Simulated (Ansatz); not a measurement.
Space group Cmce (No. 64). a = 3.309 Å, b = 11.286 Å, c = 4.564 Å, α = 90.00°, β = 90.00°, γ = 90.00°
| atom | site | symmetry | x | y | z |
| --- | --- | --- | --- | --- | --- |
| P | 8f | m.. | 0.5000 | 0.5940 | 0.0865 |

Equation of state of this P structure (not necessarily the ground state), with shape and atoms relaxed at each volume where symmetry leaves them free. Method: Ansatz, DFT PBE, scalar-relativistic, plane waves, PAW.

Plane waves to 420 eV, a k mesh through Γ of 12×12×8 on the computed 4-atom cell and Gaussian smearing (0.01 eV); no spin polarisation.

```csv
V (Å³/atom),E − E(largest V) (meV/atom),P (GPa),gap on mesh (eV)
20.033,1.32,0.72,0.10
20.672,-0.64,0.31,0.01
21.311,-1.23,0.01,0.13
21.951,-0.88,-0.17,0.23
22.590,0.00,-0.26,0.32
```

Problem. Fit a third-order Birch–Murnaghan equation to E(V).

Solution. V0 = 21.35 Å³/atom, B0 = 7 GPa, B0' = 14.2. B0' is unusual or poorly fixed by this range.

The cell holds layers, and where no dispersion correction was added their binding is poorly described.